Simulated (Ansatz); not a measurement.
MgB2:

```
CELL_PARAMETERS angstrom
3.08500 0.00000 0.00000
-1.54250 2.67169 0.00000
0.00000 0.00000 3.52300
ATOMIC_POSITIONS crystal
Mg 0.00000 0.00000 0.00000
B 0.66667 0.33333 0.50000
B 0.33333 0.66667 0.50000
```

```yaml
Program: Ansatz 0.2.0
Task: relaxation of cell and atoms
Functional: revPBE
Dispersion: D3(BJ)
Potentials_or_basis: Ansatz PAW
Cutoff: "420 eV (not typed: the program's choice for these potentials)"
k_mesh: 10 × 10 × 8
Occupations: fermi-dirac, width 0.05 eV
Spin: no spin polarisation
```

At the start: volume 9.68 Å³/atom.

Q: Where does the relaxation end?

A: It ends after 7 steps and the volume is 9.15 Å³/atom (-5.4 %); space group P6/mmm (No. 191, to 0.05 Å).

Step by step:
| step | energy change (eV) | largest force (eV/Å) | volume (Å³) |
| --- | --- | --- | --- |
| 1 | 0.0000 | 0.0000 | 29.04 |
| 2 | -0.0362 | 0.0000 | 27.95 |
| 3 | -0.0408 | 0.0000 | 27.44 |
| 4 | -0.0408 | 0.0000 | 27.47 |
| 5 | -0.0394 | 0.0000 | 27.47 |
| 6 | -0.0394 | 0.0000 | 27.46 |
| 7 | -0.0394 | 0.0000 | 27.46 |

Final structure:
```yaml
crystal:
  lattice:
    - [3.04270, 0.00000, 0.00000]
    - [-1.52135, 2.63506, 0.00000]
    - [0.00000, 0.00000, 3.42540]
  atoms:
    - { symbol: Mg, position: [0.00000, 0.00000, 0.00000] }
    - { symbol: B, position: [0.66667, 0.33333, 0.50000] }
    - { symbol: B, position: [0.33333, 0.66667, 0.50000] }
```

Caveat: the plane-wave basis is chosen anew once the cell has moved, so the energies of steps on either side of that aren't comparable; pairwise dispersion overbinds metals, which lowers pressure and volume; the PAW data sets come from PBE, with cores solved anew for the run's functional, which leaves a small shift of forces and pressure.
